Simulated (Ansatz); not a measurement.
# CdF$_{2}$: experiment and calculation

**The experiment to reproduce.**

From a printed reference work (textbook), for a bulk crystal of CdF2: lattice constant a 5.4 Å.

The calculation below tries to reproduce these values; the comparison stands at the end.

Level of theory: Ansatz, DFT PBE, scalar-relativistic, plane waves, PAW.

Settings: cutoff 420 eV, Γ-centred mesh 8×8×8 on the computed 3-atom cell, Gaussian smearing of 0.02 eV; no spin polarisation.

Relaxed structure:

```yaml
crystal:
  lattice:
    - [0.00000, 2.74054, 2.74054]
    - [2.74054, 0.00000, 2.74054]
    - [2.74054, 2.74054, 0.00000]
  atoms:
    - { symbol: Cd, position: [0.50000, 0.50000, 0.50000] }
    - { symbol: F, position: [0.25000, 0.25000, 0.25000] }
    - { symbol: F, position: [0.75000, 0.75000, 0.75000] }
```

| Item | Value |
| --- | --- |
| Space group | Fm-3m (No. 225) |
| Volume per atom | 92.6 bohr³ |
| Formation energy from the elements' standard states (uncorrected) | -2.177 eV/atom |
| Kohn–Sham band gap | 2.92 eV |
| Orbital (Löwdin) character of the top 1 eV of the valence band | F 2p 89 %, Cd 4d 10 % |
| Orbital (Löwdin) character of the lowest 1 eV of the conduction band | Cd 5s 76 %, F 2s 14 %, F 2p 9 % |
| Bader charge by site (e) | Cd (1 in the cell) 1.48, F (2 in the cell) -0.74 |

Measured lattice constant a of CdF2: 5.4 Å (a printed reference work (textbook)). This calculation gives 5.481 Å (+1.5 %). The calculation is for 0 K without zero-point motion.

The cell was reached from a generator's guess, though it ends in a space group that the Crystallography Open Database lists for this formula. Kohn–Sham gaps at this level usually fall short of measured ones. Löwdin shares on free-atom orbitals overweight diffuse shells in the empty bands.
